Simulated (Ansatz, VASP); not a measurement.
One calculation of BN, two programs

INCAR

```
SYSTEM = BN
  PREC = Accurate
  ENCUT = 520
  EDIFF = 1E-6
  ISMEAR = 0
  SIGMA = 0.05
  LREAL = .False.
  LASPH = .True.
  NELM = 100
  ALGO = Normal
  ISIF = 2
  LWAVE = .False.
  LCHARG = .True.
  GGA = PS
  LELF = .True.
  LVHAR = .True.
  NBANDS = 16
```

Contents of KPOINTS:

```
regular mesh
0
Gamma
  12 12 4
  0 0 0
```

File POSCAR:

```
BN
1.0
    2.5043488457      0.0000000000      0.0000000000
   -1.2521744229      2.1688297203      0.0000000000
    0.0000000000      0.0000000000      7.0190956742
B N
2 2
Direct
    0.3333333333      0.6666666667      0.2500000000
    0.6666666667      0.3333333333      0.7500000000
    0.3870344465      0.5199524970      0.7500000000
    0.6666666667      0.3333333333      0.2500000000
```

Input for Ansatz:

```yaml
crystal:
  lattice:
    - [2.5043488457, 0.0, 0.0]
    - [-1.2521744229, 2.1688297203, 0.0]
    - [0.0, 0.0, 7.0190956742]
  atoms:
    - { symbol: B, position: [0.3333333333, 0.6666666667, 0.25] }
    - { symbol: B, position: [0.6666666667, 0.3333333333, 0.75] }
    - { symbol: "N", position: [0.3870344465, 0.519952497, 0.75] }
    - { symbol: "N", position: [0.6666666667, 0.3333333333, 0.25] }
basis:
  ecutwfc: 420
kpoints:
  mp_grid: { grid: [12, 12, 4] }
hamiltonian:
  xc: pbesol
scf:
  occupations: { method: gaussian, width: 0.05 }
output:
  forces: true
  stress: true
  eigenvalues: true
```

Alike in both runs: task single point; functional PBEsol; k mesh 12 × 12 × 4; occupations gaussian, width 0.05 eV; no spin polarisation.

|  | VASP | Ansatz |
| --- | --- | --- |
| version | VASP 6.6.1 | Ansatz 0.2.0 |
| potentials or method | VASP PAW PBE potentials, release 64 (B, N) | scalar-relativistic, plane waves, PAW |
| plane-wave cutoff (eV) | 520 | 420 |
| valence electrons in the cell | 16 | 16 |

|  | VASP | Ansatz | Ansatz less VASP |
| --- | --- | --- | --- |
| gap on the k mesh at the Fermi level (eV) | 2.93 | 2.96 | +0.026 |
| least direct gap on the mesh (eV) | 3.50 | 3.52 | +0.019 |
| rms of the force components (eV/Å) | 18.993 | 18.358 | -0.6351 |

Atom by atom the forces differ by 0.635 eV/Å (rms over components).

Caveats: the PAW data sets were made with another functional, which shifts forces and pressure a little (VASP). A k mesh can miss the band edges.
